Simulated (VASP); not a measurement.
Input of a VASP 6.6.1 run:

The input INCAR:

```
SYSTEM = C
ALGO = Fast
EDIFF = 1E-7
EDIFFG = -0.01
ENCUT = 900
GGA = PE
IBRION = 2
ISIF = 3
ISMEAR = -1
LASPH = .True.
LCHARG = .False.
LREAL = .False.
LWAVE = .False.
NELM = 60
NSW = 40
PREC = Accurate
SIGMA = 0.05
```

Contents of KPOINTS:

```
k-points
0
Gamma
  13 13 8
  0 0 0
```

POSCAR

```
C
1.0
    2.1273203072     -1.2282824400      0.0000000000
    2.1273203072      1.2282824400      0.0000000000
   -1.3790696309      0.0000000000      3.5028300786
C
2
Direct
    0.1666444700      0.1666444700      0.9999069600
    0.8333555300      0.8333555300      0.0000930400
```

Potentials or basis: VASP PAW PBE potentials, release 64 (C_s).

The run is started by

```console
$ cat potpaw_PBE.64/C_s/POTCAR > POTCAR
$ mpirun -np 1 vasp_std > vasp.out
```

(1) Predict the space group after relaxing (to 0.05 Å).

(2) Predict the relaxed volume.

(3) Predict the relaxed cell.

Answers

(1) R-3m (No. 166).

(2) 11.15 Å³/atom.

(3) a = 2.471 Å, b = 2.471 Å, c = 4.444 Å, α = 105.90°, β = 105.90°, γ = 60.01°.

Caveat: the volume moved by over 15 % at a fixed basis, so the end points are rough; this functional lacks dispersion, which binds the layers, so the pressure and a relaxed spacing across them are unreliable, and here the layers came unbound.
